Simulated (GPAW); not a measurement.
Crystal: SnTe.

```
CELL_PARAMETERS angstrom
0.00000 3.15085 3.15085
3.15085 0.00000 3.15085
3.15085 3.15085 0.00000
ATOMIC_POSITIONS crystal
Te 0.50000 0.50000 0.50000
Sn 0.00000 0.00000 0.00000
```

Base run:

| Quantity | Value |
| --- | --- |
| Program | GPAW 26.7.0 |
| Functional | RPBE |
| Potentials or basis | the program's PAW data sets (release 1.2.1) made for this functional |
| Cutoff | 400 eV |
| Basis | pw |
| k mesh | 6 × 6 × 6 |
| Occupations | fermi-dirac, width 0.001 eV |
| Spin | no spin polarisation |

Its results: band gap on the k mesh 0.08 eV, direct; electronic dielectric tensor (diagonal) 91.17.

Problem. The run is repeated on the same cell with these changes: functional from RPBE to GLLB-SC. What comes out?

Solution. Band gap on the k mesh, kohn-sham part alone 0.02 eV, direct; electronic dielectric tensor (diagonal) 2904.62.

Caveats: the gap is small at this level, which inflates the dielectric constant; the long-wavelength limit can be off by a per cent or two; spin-orbit coupling is left out, which moves the levels of the heavy elements; a model potential gives levels but no total energy (some runs); response on these states lacks terms of the Hamiltonian (some runs).

A k mesh can miss the band edges.
